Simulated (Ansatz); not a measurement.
# SiO2: the cost of one run

Program: Ansatz 0.2.0. Level of theory: DFT PBE+D3(BJ), scalar-relativistic, plane waves, PAW. These are calculated values, not measurements.

### Step 1. Starting point

Symmetry: P-3m1, No. 164, trigonal system. The conventional cell has a = 2.688 Å, b = 2.688 Å, c = 37.223 Å, α = 90.00°, β = 90.00°, γ = 120.00°. Around Si (site symmetry 3m) lie 6 O at 1.80 Å. O (site symmetry 3m) is surrounded by 3 Si at 1.80 Å.

As a file:

```xyz
6
Lattice="2.6875 0.0000 0.0000 -1.3438 2.3275 0.0000 0.0000 0.0000 37.2234" Properties=species:S:1:pos:R:3 pbc="T T F"
Si    1.3438    0.2902    8.1797
Si    1.3438    0.2954   12.8123
O     1.3438    1.8420    9.0956
O     0.0000    1.0661    7.2621
O     1.3438    1.8472   13.7299
O     0.0000    1.0712   11.8964
```

The cell was relaxed beforehand at this level, from a generated guess; it is a trial structure. At a tolerance of 0.02 Å it has layer group p-3m1 (No. 72); it has 1.04 Å²/atom, an uncorrected energy of -2.51 eV/atom over the elements.

It is a sheet, periodic along a and b, with vacuum along c; volumes and pressures of the box carry no meaning, and space groups named for it are those of the box.

### Step 2. Static run: bands, density of states and charges

input.yaml

```yaml
crystal:
  lattice:
    - [2.687525401, 2.8e-09, 0.0]
    - [-1.3437627029, 2.3274836337, 0.0]
    - [0.0, 0.0, 37.2234478]
  atoms:
    - { symbol: Si, position: [0.5623378707, 0.1246757415, 0.2197451054] }
    - { symbol: Si, position: [0.5634558942, 0.1269117883, 0.3442006577] }
    - { symbol: O, position: [0.8957030613, 0.7914061225, 0.2443514463] }
    - { symbol: O, position: [0.2290170841, 0.4580341681, 0.1950940801] }
    - { symbol: O, position: [0.8968143868, 0.7936287736, 0.3688516536] }
    - { symbol: O, position: [0.2301282829, 0.4602565658, 0.3195942879] }
  periodic: [true, true, false]
basis:
  ecutwfc: 420
kpoints:
  mp_grid: { grid: [12, 12, 1] }
  band_path:
    path: [[0.0, 0.0, 0.0], [-0.66666404, 0.33333202, 0.0]]
    npoints: 14
hamiltonian:
  xc: pbe
  dispersion: d3bj
scf:
  occupations: { method: gaussian, width: 0.02 }
  n_extra_bands: 15
output:
  forces: true
  stress: true
  eigenvalues: true
  populations: true
  dos: { projected: true, de: 0.02, nscf_kmesh: { grid: [18, 18, 1] } }
  bader: true
```

Started as:

```
$ ansatz run input.yaml --threads 1 --pin off --max-ram 2560MiB --backend cpu --events-out ev --progress --plain --runs-dir out
```

What time and memory should one allow on 1 thread of Intel Xeon 6975P-C (Granite Rapids), shared host?

About 1.8 min, with a peak of 0.74 GiB.
